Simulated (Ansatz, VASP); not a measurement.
## Two plane-wave programs on BAs

```
B As
1.0
     0.00000    2.40442    2.40442
     2.40442    0.00000    2.40442
     2.40442    2.40442    0.00000
B As
1 1
Direct
  0.00000 0.00000 0.00000
  0.25000 0.25000 0.25000
```

Alike in both runs: functional PBE; k mesh 10 × 10 × 10; occupations fermi-dirac, width 0.02 eV; no spin polarisation.

Ansatz relaxed the structure, and its values are those at the end. VASP's run is a single point on that final structure, the one shown.

|  | VASP | Ansatz |
| --- | --- | --- |
| version | VASP 6.6.1 | Ansatz 0.2.0 |
| potentials or method | VASP PAW PBE potentials, release 64 (B, As) | PAW plane waves |
| plane-wave cutoff (eV) | 520 | 420 |
| valence electrons in the cell | 8 | 18 |

```csv
,VASP,Ansatz,Ansatz less VASP
gap on the k mesh at the Fermi level (eV),1.20,1.20,+0.009
pressure (GPa),0.6,0.0,-0.59
```

With one functional, cell and mesh, what is left measures potentials, basis and numerics. The two sets of potentials don't hold the same shells in valence.

A k mesh can miss the band edges. A hybrid or GW would open this gap; PBE tends to underestimate it.
